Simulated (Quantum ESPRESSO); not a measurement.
# In in Quantum ESPRESSO: a series of runs

Runs on In. Level: PBE. Tasks: work function.

Everything below comes from runs of Quantum ESPRESSO 7.5. Logs are shortened: lines on timing, memory, paths and dates and some standing lists are left out, and cuts for length are marked.

### Step 1. The slab as given

The cell holds a slab with vacuum, 4 atoms: a = 3.335 Å, b = 3.335 Å, c = 23.264 Å, α = 90.00°, β = 90.00°, γ = 120.00°.

The slab is cut from a database's or a generator's crystal, which needn't be the stable form of the element.

### Step 2. Work function, PBE

The input, pw.in:

```
&CONTROL
  calculation = 'scf'
  prefix = 'pwscf'
  outdir = './tmp'
  pseudo_dir = './pseudo'
  tprnfor = .true.
  disk_io = 'low'
/
&SYSTEM
  ibrav = 0
  celldm(1) = 8
  nat = 4
  ntyp = 1
  ecutwfc = 70
  nbnd = 36
  occupations = 'smearing'
  smearing = 'gaussian'
  degauss = 0.00073499
/
&ELECTRONS
  conv_thr = 4d-09
  electron_maxstep = 150
  mixing_beta = 0.3
  mixing_mode = 'local-TF'
/
ATOMIC_SPECIES
In   114.8180 In.upf
CELL_PARAMETERS alat
  0.7878940913652  -0.0000000000000   0.0000000000000
 -0.3939470456720   0.6823362986078   0.0000000000000
  0.0000000000000   0.0000000000000   5.4952561024648
ATOMIC_POSITIONS crystal
In     0.6666666700    0.3333333400    0.3223904780
In     0.3333333300    0.6666666600    0.4407968260
In     0.6666666700    0.3333333400    0.5592031740
In     0.3333333300    0.6666666600    0.6776095220
K_POINTS automatic
9 9 1 0 0 0
```

The input, pp_density.in:

```
&INPUTPP
  prefix = 'pwscf'
  outdir = './tmp'
  filplot = 'density.dat'
  plot_num = 0
/
&PLOT
  nfile = 1
  filepp(1) = 'density.dat'
  iflag = 3
  output_format = 6
  fileout = 'density.cube'
/
```

The input, pp_potential.in:

```
&INPUTPP
  prefix = 'pwscf'
  outdir = './tmp'
  filplot = 'potential.dat'
  plot_num = 11
/
&PLOT
  nfile = 1
  filepp(1) = 'potential.dat'
  iflag = 3
  output_format = 6
  fileout = 'potential.cube'
/
```

The input, pp_elf.in:

```
&INPUTPP
  prefix = 'pwscf'
  outdir = './tmp'
  filplot = 'elf.dat'
  plot_num = 8
/
&PLOT
  nfile = 1
  filepp(1) = 'elf.dat'
  iflag = 3
  output_format = 6
  fileout = 'elf.cube'
/
```

Potentials or basis: PseudoDojo 0.4.1 SR PBE standard.

The run is started by

```bash
OMP_NUM_THREADS=1 mpirun -n 2 pw.x -nk 2 -in pw.in > pw.out
OMP_NUM_THREADS=1 mpirun -n 1 pp.x -in pp_density.in > pp_density.out
OMP_NUM_THREADS=1 mpirun -n 1 pp.x -in pp_potential.in > pp_potential.out
OMP_NUM_THREADS=1 mpirun -n 1 pp.x -in pp_elf.in > pp_elf.out
```

pw.out:

```text
This program is part of the open-source Quantum ESPRESSO suite
     for quantum simulation of materials; please cite
[... 13 lines left out ...]
     --------------------
     sticks:   dense  smooth     PW     G-vecs:    dense   smooth      PW
     Sum         769     769    223               119671   119671   18733

     Using Slab Decomposition

     bravais-lattice index     =            0
     lattice parameter (alat)  =       8.0000  a.u.
     unit-cell volume          =    1512.6004 (a.u.)^3
     number of atoms/cell      =            4
     number of atomic types    =            1
     number of electrons       =        52.00
     number of Kohn-Sham states=           36
     kinetic-energy cutoff     =      70.0000  Ry
     charge density cutoff     =     280.0000  Ry
     scf convergence threshold =      4.0E-09
     mixing beta               =       0.3000
     number of iterations used =            8  local-TF  mixing
     Exchange-correlation= PBE
                           (   1   4   3   4   0   0   0)

     celldm(1)=   8.000000  celldm(2)=   0.000000  celldm(3)=   0.000000
     celldm(4)=   0.000000  celldm(5)=   0.000000  celldm(6)=   0.000000

     crystal axes: (cart. coord. in units of alat)
               a(1) = (   0.787894  -0.000000   0.000000 )
               a(2) = (  -0.393947   0.682336   0.000000 )
               a(3) = (   0.000000   0.000000   5.495256 )

     reciprocal axes: (cart. coord. in units 2 pi/alat)
               b(1) = (  1.269206  0.732776 -0.000000 )
               b(2) = (  0.000000  1.465553 -0.000000 )
               b(3) = ( -0.000000 -0.000000  0.181975 )

     PseudoPot. # 1 for In read from file:
     In.upf
     Pseudo is Norm-conserving + core correction, Zval = 13.0
     Generated using ONCVPSP code by D. R. Hamann
     Using radial grid of 1964 points,  6 beta functions with:
                l(1) =   0
                l(2) =   0
                l(3) =   1
                l(4) =   1
                l(5) =   2
                l(6) =   2

     atomic species   valence    mass     pseudopotential
     In               13.00   114.81800     In( 1.00)

     12 Sym. Ops., with inversion, found

   Cartesian axes

     site n.     atom                  positions (alat units)
         1        In     tau(   1) = (   0.3939470   0.2274454   1.7716182  )
         2        In     tau(   2) = (   0.0000000   0.4548909   2.4222914  )
         3        In     tau(   3) = (   0.3939470   0.2274454   3.0729647  )
         4        In     tau(   4) = (   0.0000000   0.4548909   3.7236379  )

     number of k points=    12  Gaussian smearing, width (Ry)=  0.0007
                       cart. coord. in units 2pi/alat
        k(    1) = (   0.0000000   0.0000000   0.0000000), wk =   0.0246914
        k(    2) = (   0.0000000   0.1628392   0.0000000), wk =   0.1481481
        k(    3) = (   0.0000000   0.3256784   0.0000000), wk =   0.1481481
        k(    4) = (   0.0000000   0.4885177   0.0000000), wk =   0.1481481
        k(    5) = (   0.0000000   0.6513569   0.0000000), wk =   0.1481481
        k(    6) = (   0.1410229   0.2442588   0.0000000), wk =   0.1481481
        k(    7) = (   0.1410229   0.4070981   0.0000000), wk =   0.2962963
        k(    8) = (   0.1410229   0.5699373   0.0000000), wk =   0.2962963
        k(    9) = (   0.1410229   0.7327765   0.0000000), wk =   0.1481481
        k(   10) = (   0.2820458   0.4885177   0.0000000), wk =   0.1481481
        k(   11) = (   0.2820458   0.6513569   0.0000000), wk =   0.2962963
        k(   12) = (   0.4230687   0.7327765   0.0000000), wk =   0.0493827

     Dense  grid:   119671 G-vectors     FFT dimensions: (  36,  36, 240)

     Initial potential from superposition of free atoms

     starting charge      51.9844, renormalised to      52.0000

     negative rho (up, down):  1.120E-05 0.000E+00
     Starting wfcs are   36 randomized atomic wfcs

     Self-consistent Calculation

     iteration #  1     ecut=    70.00 Ry     beta= 0.30
     Davidson diagonalization with overlap
     ethr =  1.00E-02,  avg # of iterations =  6.0

     Threshold (ethr) on eigenvalues was too large:
     Diagonalizing with lowered threshold

     Davidson diagonalization with overlap
     ethr =  1.64E-04,  avg # of iterations =  5.2

     total energy              =    -531.60043095 Ry
     estimated scf accuracy    <       0.09213859 Ry

     iteration #  2     ecut=    70.00 Ry     beta= 0.30
     Davidson diagonalization with overlap
     ethr =  1.77E-04,  avg # of iterations =  1.1

     total energy              =    -531.58389345 Ry
     estimated scf accuracy    <       0.06380170 Ry

     iteration #  3     ecut=    70.00 Ry     beta= 0.30
     Davidson diagonalization with overlap
     ethr =  1.23E-04,  avg # of iterations =  4.4

     total energy              =    -531.59080840 Ry
     estimated scf accuracy    <       0.00320104 Ry

     iteration #  4     ecut=    70.00 Ry     beta= 0.30
     Davidson diagonalization with overlap
     ethr =  6.16E-06,  avg # of iterations =  7.2

     total energy              =    -531.59114536 Ry
     estimated scf accuracy    <       0.00407177 Ry

     iteration #  5     ecut=    70.00 Ry     beta= 0.30
     Davidson diagonalization with overlap
     ethr =  6.16E-06,  avg # of iterations =  4.7

     total energy              =    -531.59088546 Ry
     estimated scf accuracy    <       0.00320102 Ry

     iteration #  6     ecut=    70.00 Ry     beta= 0.30
     Davidson diagonalization with overlap
     ethr =  6.16E-06,  avg # of iterations =  2.8

     total energy              =    -531.59035892 Ry
     estimated scf accuracy    <       0.00159692 Ry

     iteration #  7     ecut=    70.00 Ry     beta= 0.30
     Davidson diagonalization with overlap
     ethr =  3.07E-06,  avg # of iterations =  7.1
[... 47 lines left out ...]
     iteration # 13     ecut=    70.00 Ry     beta= 0.30
     Davidson diagonalization with overlap
     ethr =  2.04E-08,  avg # of iterations =  5.4

     negative rho (up, down):  1.135E-05 0.000E+00

     total energy              =    -531.59081118 Ry
     estimated scf accuracy    <       0.00000540 Ry

     iteration # 14     ecut=    70.00 Ry     beta= 0.30
     Davidson diagonalization with overlap
     ethr =  1.04E-08,  avg # of iterations =  1.1

     negative rho (up, down):  5.574E-06 0.000E+00

     total energy              =    -531.59081128 Ry
     estimated scf accuracy    <       0.00000035 Ry

     iteration # 15     ecut=    70.00 Ry     beta= 0.30
     Davidson diagonalization with overlap
     ethr =  6.76E-10,  avg # of iterations =  2.4

     negative rho (up, down):  1.268E-06 0.000E+00

     total energy              =    -531.59081128 Ry
     estimated scf accuracy    <       0.00000001 Ry

     iteration # 16     ecut=    70.00 Ry     beta= 0.30
     Davidson diagonalization with overlap
     ethr =  2.79E-11,  avg # of iterations =  4.9

     End of self-consistent calculation

          k = 0.0000 0.0000 0.0000 ( 15051 PWs)   bands (ev):

   -11.7859 -11.7725 -11.7543 -11.7408 -11.7153 -11.7153 -11.7081 -11.7081
   -11.6863 -11.6863 -11.6813 -11.6813 -11.5874 -11.5874 -11.5388 -11.5388
   -11.4868 -11.4868 -11.4480 -11.4480  -6.2808  -5.5009  -4.1893  -2.5317
     0.4406   2.7233   5.1080   6.4613   6.6970   8.2791   8.5585  10.8637
    11.3442  11.5365  11.5365  12.1511

          k = 0.0000 0.1628 0.0000 ( 15047 PWs)   bands (ev):

   -11.7776 -11.7642 -11.7437 -11.7356 -11.7117 -11.7096 -11.6873 -11.6850
   -11.6786 -11.6759 -11.6544 -11.6519 -11.6026 -11.5937 -11.5522 -11.5426
   -11.5046 -11.4875 -11.4718 -11.4453  -6.0404  -5.2598  -3.9527  -2.3118
     0.7032   2.9544   5.3211   6.6805   6.9165   8.4924   8.7626   9.1222
     9.8414  10.4514  10.8926  11.0839

          k = 0.0000 0.3257 0.0000 ( 14975 PWs)   bands (ev):

   -11.8130 -11.7881 -11.7547 -11.7211 -11.7130 -11.6967 -11.6777 -11.6451
   -11.6377 -11.6224 -11.6183 -11.5899 -11.5724 -11.5610 -11.5549 -11.5358
   -11.5234 -11.5130 -11.4867 -11.4403  -5.3118  -4.5318  -3.2390  -1.6432
     1.4691   3.6190   5.7747   5.8957   6.5685   7.3213   7.5680   7.7491
     9.0181   9.0287   9.2129   9.3732

          k = 0.0000 0.4885 0.0000 ( 14928 PWs)   bands (ev):

   -11.8632 -11.8276 -11.7869 -11.7580 -11.7504 -11.7335 -11.6864 -11.6654
   -11.6374 -11.6074 -11.5751 -11.5370 -11.5318 -11.4825 -11.4791 -11.4760
   -11.4735 -11.4615 -11.4568 -11.4319  -4.0853  -3.3113  -2.0433  -0.5187
     2.6109   2.6851   3.4497   4.4683   4.9795   6.0567   7.0939   7.9632
     8.4045   8.6496   8.7832   9.1043

          k = 0.0000 0.6514 0.0000 ( 14938 PWs)   bands (ev):

   -11.8955 -11.8518 -11.8122 -11.7957 -11.7839 -11.7619 -11.7210 -11.6812
   -11.6504 -11.6135 -11.5464 -11.5237 -11.4967 -11.4474 -11.4374 -11.4264
   -11.4168 -11.4051 -11.3971 -11.3956  -2.3918  -1.6349  -0.4397  -0.1288
     0.8199   1.2576   2.0275   3.3885   4.2731   6.1403   7.1191   7.3996
     7.9385   8.2278   9.3127   9.4613

          k = 0.1410 0.2443 0.0000 ( 15009 PWs)   bands (ev):

   -11.7695 -11.7625 -11.7471 -11.7325 -11.7201 -11.6969 -11.6799 -11.6730
   -11.6454 -11.6390 -11.6198 -11.6193 -11.5825 -11.5810 -11.5635 -11.5553
   -11.5073 -11.5026 -11.4878 -11.4451  -5.5556  -4.7751  -3.4775  -1.8673
     1.2180   3.4062   5.7324   7.0890   7.2786   7.3386   7.9387   8.0087
     8.5568   8.9380   9.0978   9.5572
[... 19 lines left out ...]
   -11.8625 -11.8226 -11.8123 -11.7786 -11.7613 -11.7313 -11.7271 -11.6826
   -11.6542 -11.6314 -11.5436 -11.5383 -11.4964 -11.4569 -11.4452 -11.4346
   -11.4225 -11.4184 -11.4070 -11.4040  -1.4924  -0.7693  -0.7486  -0.0993
     0.7123   1.3233   2.2039   2.7117   4.8400   5.5134   6.2955   6.3655
     7.0509   7.7926   7.9604   8.9770

          k = 0.2820 0.4885 0.0000 ( 14956 PWs)   bands (ev):

   -11.7824 -11.7735 -11.7474 -11.7401 -11.7364 -11.7069 -11.6697 -11.6673
   -11.6396 -11.6304 -11.6058 -11.5711 -11.5575 -11.5555 -11.5427 -11.4797
   -11.4669 -11.4408 -11.4132 -11.4080  -3.3521  -2.5826  -1.3326   0.1342
     2.9525   3.2408   3.7717   3.8559   4.3630   5.0076   5.7837   5.8719
     6.6718   7.3451   7.8302   9.3117

          k = 0.2820 0.6514 0.0000 ( 14965 PWs)   bands (ev):

   -11.8006 -11.7758 -11.7683 -11.7361 -11.7186 -11.6859 -11.6673 -11.6585
   -11.6485 -11.6445 -11.5703 -11.5652 -11.5382 -11.5031 -11.4987 -11.4835
   -11.4742 -11.4594 -11.4221 -11.4083  -1.6909  -0.9444   0.1776   0.4314
     1.5514   1.9502   2.6467   3.0769   3.9204   4.2494   4.8755   5.2514
     6.4061   6.8720   7.7332   8.6757

          k = 0.4231 0.7328 0.0000 ( 14958 PWs)   bands (ev):

   -11.8029 -11.7510 -11.7510 -11.7107 -11.6903 -11.6903 -11.6208 -11.6208
   -11.6116 -11.5820 -11.5796 -11.5732 -11.5732 -11.5533 -11.5451 -11.4890
   -11.4890 -11.4841 -11.4403 -11.4403  -0.1641  -0.1641   0.4508   0.4508
     1.4099   2.1734   2.2869   2.2869   3.3250   3.8304   3.8304   4.5513
     6.3633   6.3633   8.4944   8.4944

     the Fermi energy is     2.9565 ev

!    total energy              =    -531.59081129 Ry
     estimated scf accuracy    <          2.8E-10 Ry
     smearing contrib. (-TS)   =      -0.00005546 Ry
     internal energy E=F+TS    =    -531.59075583 Ry

     The total energy is F=E-TS. E is the sum of the following terms:
     one-electron contribution =   -2226.05744719 Ry
     hartree contribution      =    1141.80497636 Ry
     xc contribution           =    -160.17915668 Ry
     ewald contribution        =     712.84087168 Ry

     convergence has been achieved in  16 iterations

     Forces acting on atoms (cartesian axes, Ry/au):

     atom    1 type  1   force =     0.00000000    0.00000000   -0.00444407
     atom    2 type  1   force =     0.00000000    0.00000000    0.00379624
     atom    3 type  1   force =     0.00000000   -0.00000000   -0.00379624
     atom    4 type  1   force =     0.00000000   -0.00000000    0.00444407

     Total force =     0.008266     Total SCF correction =     0.000055

=------------------------------------------------------------------------------=
   JOB DONE.
=------------------------------------------------------------------------------=
```

It took 75 s on 2 MPI ranks of Intel Xeon 6975P-C (Granite Rapids), shared host; peak memory 0.5 GiB.

What came out:

```
Free energy                     : -7232.6614 eV
Largest force                   : 0.114 eV/Å
Band gap on the k mesh          : none (metal or under the smearing width)
Work function of the upper face : 3.78 eV
Work function of the lower face : 3.78 eV
```

Forces in eV/Å, atoms in the order of the input:
```
In   0.000  0.000 -0.114
In   0.000  0.000  0.098
In   0.000  0.000 -0.098
In   0.000  0.000  0.114
```

[end of part 1 of 2]
